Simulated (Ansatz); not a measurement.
# LiH in Ansatz: the effect of functional

LiH:

```
CELL_PARAMETERS angstrom
0.00000 2.03675 2.03675
2.03675 0.00000 2.03675
2.03675 2.03675 0.00000
ATOMIC_POSITIONS crystal
Li 0.00000 0.00000 0.00000
H 0.50000 0.50000 0.50000
```

Alike in all runs:

| Property | Result |
| --- | --- |
| Program | Ansatz 0.2.0 |
| Task | single point |
| Potentials or basis | all-electron PAW datasets made for the crystal |
| k mesh | 8 × 8 × 8 |
| Occupations | fermi-dirac, width 0.05 eV |
| Spin | no spin polarisation |

```csv
functional,cutoff,gap on the mesh (eV),pressure (GPa)
PBE,200 eV (chosen from the basis error),3.02,-1.7
HSE06,220 eV (chosen from the basis error),4.00,-2.2
PBE0,220 eV (chosen from the basis error),?,?
```

**Question.** What does the run with functional PBE0 give?

**Answer.** gap on the mesh 4.69 eV; pressure -2.1 GPa.

Caveats: the program warned that the printed levels may be off, so bands, gaps and densities of states are rough (some runs).

A k mesh can miss the band edges.

The runs don't all hold the same shells in valence.
